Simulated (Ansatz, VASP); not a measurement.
Given: the input of a run of Ansatz 0.2.0 on AlO2.

input.yaml

```yaml
crystal:
  lattice:
    - [1.4781740346, -5.3665712833, 0.0]
    - [1.4781740346, 5.3665712833, 0.0]
    - [0.0, 0.0, 3.6221373565]
  atoms:
    - { symbol: Al, position: [0.668133, 0.331867, 0.75] }
    - { symbol: Al, position: [0.331867, 0.668133, 0.25] }
    - { symbol: O, position: [0.061072, 0.938928, 0.75] }
    - { symbol: O, position: [0.938928, 0.061072, 0.25] }
    - { symbol: O, position: [0.294184, 0.705816, 0.75] }
    - { symbol: O, position: [0.705816, 0.294184, 0.25] }
hamiltonian:
  xc: pbesol
  pseudopotentials: { kind: paw }
kpoints:
  mp_grid: { grid: [9, 9, 7] }
scf:
  occupations: { method: fermi_dirac, width: 0.05 }
output:
  forces: true
  stress: true
  eigenvalues: true
```

Potentials or basis: Ansatz PAW.

Run with:

```console
$ ansatz run input.yaml --threads 1 --pin off --max-ram 3584MiB --backend cpu --events-out ev --progress --plain --runs-dir out
```

Problem. Set up the same calculation for VASP 6.6.1. Potentials there: VASP PAW PBE potentials, release 64 (Al, O).

Solution. As run (the cutoff follows the program's own potentials):

INCAR

```
PREC = Accurate ; ENCUT = 520
EDIFF = 1E-7 ; ISMEAR = -1
SIGMA = 0.05 ; LREAL = F
LASPH = T ; NELM = 80
ALGO = Normal ; ISIF = 2
LWAVE = F ; LCHARG = F
GGA = PS ; NBANDS = 24
KPAR = 2
```

KPOINTS

```
regular mesh
0
Gamma
  9 9 7
```

POSCAR

```
AlO2
1.0
    1.4781740346     -5.3665712833      0.0000000000
    1.4781740346      5.3665712833      0.0000000000
    0.0000000000      0.0000000000      3.6221373565
Al O
2 4
Direct
    0.6681330000      0.3318670000      0.7500000000
    0.3318670000      0.6681330000      0.2500000000
    0.0610720000      0.9389280000      0.7500000000
    0.9389280000      0.0610720000      0.2500000000
    0.2941840000      0.7058160000      0.7500000000
    0.7058160000      0.2941840000      0.2500000000
```

Potentials or basis: VASP PAW PBE potentials, release 64 (Al, O).

Launch:

```bash
$ cat potpaw_PBE.64/Al/POTCAR potpaw_PBE.64/O/POTCAR > POTCAR
$ mpirun -np 2 vasp_std > vasp.out
```

Both were run:

|  | VASP | Ansatz | Ansatz less VASP |
| --- | --- | --- | --- |
| gap on the k mesh at the Fermi level (eV) | none | none | - |
| pressure (GPa) | -2.4 | -2.4 | -0.03 |
| largest component of the traceless stress (GPa) | 1.49 | 1.57 | +0.077 |
| rms of the force components (eV/Å) | 0.290 | 0.285 | -0.0048 |

Atom by atom the forces differ by 0.006 eV/Å (rms over components). A gap of «none» marks a metal or a gap that the smearing closes. The functional is the same, so the differences come from potentials, cutoffs and numerics.

Caveats: the PAW data sets were made with another functional, which shifts forces and pressure a little (VASP); the pressure holds a Pulay correction of +0.9 GPa for the finite cutoff (Ansatz); the PAW data sets come from PBE, with cores solved anew for the run's functional, which leaves a small shift of forces and pressure (Ansatz).
